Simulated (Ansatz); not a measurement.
## C: random displacements

These are results of Ansatz, DFT r2SCAN, scalar-relativistic, plane waves, PAW, not measurements. The runs took a 500 eV cutoff, a Γ-centred 12×12×12 mesh and Gaussian smearing (0.05 eV). No spin polarisation. Energies are free energies at this smearing, counted from the undisturbed cell; pressure is positive in compression.

The undisturbed cell (relaxed at this level):

```
CELL_PARAMETERS angstrom
1.25567 0.72496 10.33600
-1.25567 0.72496 10.33600
0.00000 -1.44992 10.33600
ATOMIC_POSITIONS crystal
C 0.02482 0.02482 0.02482
C 0.97518 0.97518 0.97518
C 0.10870 0.10870 0.10870
C 0.89130 0.89130 0.89130
C 0.15837 0.15837 0.15837
C 0.84163 0.84163 0.84163
C 0.37485 0.37485 0.37485
C 0.62515 0.62515 0.62515
C 0.42533 0.42533 0.42533
C 0.57467 0.57467 0.57467
```

The atoms are displaced (Å, in the unstrained cell):

```tsv
atom	ux	uy	uz
C1	0.057	0.128	0.065
C2	0.117	0.053	-0.188
C3	0.012	0.015	-0.008
C4	-0.071	-0.080	-0.022
C5	-0.055	-0.028	0.019
C6	0.033	-0.158	0.007
C7	-0.027	-0.004	-0.012
C8	-0.019	0.042	0.090
C9	-0.006	0.032	0.068
C10	-0.041	0.000	-0.019
```

Strain (Voigt, engineering shear): (0.0074, -0.0047, 0.0165, 0.0032, 0.0089, -0.0215).

Q: What are the energy change, the stress and the forces?

A: ΔE = 316.8 meV/atom; stress (xx, yy, zz, yz, xz, xy; compression positive) (2.56, 16.34, -3.50, -0.63, -6.67, 15.44) GPa; gap on the mesh 2.00 eV.
```tsv
atom	Fx (eV/Å)	Fy	Fz
C1	-1.86	-5.88	-2.63
C2	-7.49	-1.56	8.53
C3	-1.09	0.15	2.18
C4	1.48	2.26	0.69
C5	4.05	-3.42	-1.20
C6	-4.31	4.40	0.43
C7	2.08	5.57	2.09
C8	7.06	1.63	-7.17
C9	0.50	-0.67	-2.34
C10	-0.41	-2.48	-0.58
```

Cost: 1 run of about 2.1 core-minutes, on Intel Xeon 6975P-C (Granite Rapids) (shared hosts).